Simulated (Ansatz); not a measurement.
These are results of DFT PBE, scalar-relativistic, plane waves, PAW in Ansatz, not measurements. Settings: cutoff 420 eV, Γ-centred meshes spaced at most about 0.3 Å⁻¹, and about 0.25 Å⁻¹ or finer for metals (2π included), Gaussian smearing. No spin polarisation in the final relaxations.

Temperature and zero-point effects are left out.

Compare these two cells of V, each relaxed at this level.

A.

```
CELL_PARAMETERS angstrom
3.60631 0.00000 0.00000
0.00000 3.60631 0.00000
0.00000 0.00000 3.60631
ATOMIC_POSITIONS crystal
V 0.50000 0.00000 0.00000
V 0.00000 0.50000 0.00000
V 0.00000 0.00000 0.50000
```

B.

```
CELL_PARAMETERS angstrom
-1.49833 1.49833 1.49833
1.49833 -1.49833 1.49833
1.49833 1.49833 -1.49833
ATOMIC_POSITIONS crystal
V 0.00000 0.00000 0.00000
```

Question: Which form is favoured at zero pressure, and by what margin per atom?

Answer: B is lower, by 0.90 eV/atom. A has space group Pm-3m (No. 221), 15.6 Å³/atom and no gap on its mesh; B has the bcc type, space group Im-3m (No. 229), 13.5 Å³/atom and no gap. Counting all near atoms (those within 1.25 times the shortest distance at each site; a plus sign parts nearer from farther groups), A has V 8 and B has V 8+6. The denser one is the lower, and pressure would at first widen the difference. Both come from invented guesses. The part of the Crystallography Open Database at hand lists V in space groups No. 225, 229; sharing a group (Im-3m) doesn't make a cell the listed structure.

Trial moments died out on the coarse mesh in Pm-3m and Im-3m; another magnetic start might hold. Cells relaxed within their symmetry can be saddle points. The Im-3m cell of V came from shaking the Pm-3m one.
